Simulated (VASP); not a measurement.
Set up this calculation in VASP 6.6.1, as the native input.

* Task: relaxation of cell and atoms
* Functional: PBE
* Potentials or basis: VASP PAW PBE potentials, release 64 (B, N)
* Cutoff: 600 eV
* k mesh: 12 × 12 × 4
* Occupations: gaussian, width 0.03 eV
* Spin: no spin polarisation
* Further INCAR settings: ALGO = Normal; EDIFF = 1e-07; IBRION = 2; EDIFFG = -0.005; NSW = 90; ISIF = 3

The structure of BN lies in POSCAR:

```
BN                                      
1.0
    2.5122827311     -0.0000000000      0.0000000000
   -1.2561413656      2.1757006667     -0.0000000000
    0.0000000000     -0.0000000000      7.6381464451
  B               N             
     2     2
Direct
     0.3333333332999970    0.6666666667000030    0.2500000000000000
     0.6666666667000030    0.3333333332999970    0.7500000000000000
     0.3333333332999970    0.6666666667000030    0.7500000000000000
     0.6666666667000030    0.3333333332999970    0.2500000000000000
```

These files were run (other wordings do the same):

INCAR

```
SYSTEM = BN
ALGO = Normal
EDIFF = 1E-7
EDIFFG = -0.005
ENCUT = 600
GGA = PE
IBRION = 2
ISIF = 3
ISMEAR = 0
LASPH = .True.
LCHARG = .False.
LREAL = .False.
LWAVE = .False.
NELM = 80
NSW = 90
PREC = Accurate
SIGMA = 0.03
```

KPOINTS

```
k-points
0
Gamma
  12 12 4
  0 0 0
```

Potentials or basis: VASP PAW PBE potentials, release 64 (B, N).

The run is started by

```sh
$ cat potpaw_PBE.64/B/POTCAR potpaw_PBE.64/N/POTCAR > POTCAR
$ mpirun -np 1 vasp_std > vasp.out
```

Results of the run:

- Relaxed volume: 10.92 Å³/atom
- Relaxed cell: a = 2.512 Å, b = 2.512 Å, c = 7.991 Å, α = 90.00°, β = 90.00°, γ = 120.00°
- Space group after relaxing (to 0.05 Å): P6_3/mmc (No. 194)
- Energy gained by relaxing: 0.3 meV/atom
- Ionic steps: 15
- Pressure after relaxing: 0.0 GPa
- Band gap on the k mesh: 4.50 eV, indirect (least direct gap 4.65 eV)

Caveat: this functional lacks dispersion, which binds the layers, so the pressure and a relaxed spacing across them are unreliable.

Run time: 100 s on 1 thread of Intel(R) Xeon(R) 6975P-C (Granite Rapids), with other jobs on the host, peak memory 0.18 GiB.
